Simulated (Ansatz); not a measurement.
Worked example: C5H12 + BH(OH)2 → C4H10O + BH(CH3)(OH)

Gas-phase species: C5H12 `CCC(C)C`, singlet; BH(OH)2, singlet; C4H10O (2-methyl-1-propanol) `CC(C)CO`, singlet; BH(CH3)(OH), singlet. The partners trade CH3 for OH: C–CH3 and B–OH bonds give way to C–OH and B–CH3.

Shapes, held fixed at every level: PBE0-D4/def2-TZVP. Flexible molecules stand in one conformer, not always the lowest. Programs: Ansatz 0.2.0. Electronic energies: no zero-point or thermal term.

At CCSD(T)/CBS estimate; 1 Eh = 2625.50 kJ/mol:

```
    species  energy (Eh)
      C5H12  -197.504246
    BH(OH)2  -177.050784
     C4H10O  -233.406904
BH(CH3)(OH)  -141.084889
```

Problem. Work out ΔE of the reaction at this level.

Solution. 
1. Products less reactants: (-233.406904) + (-141.084889) − [(-197.504246) + (-177.050784)] = 0.063237 Eh = +166.0 kJ/mol.

Other levels give +159.3 (wB97X-V/def2-TZVPP) to +171.9 kJ/mol (MP2/def2-TZVPP). No measured value is set beside it here. The CBS estimate extrapolates MP2 from def2-TZVPP and def2-QZVPP and adds CCSD(T) − MP2 in the triple-zeta set, cores frozen.
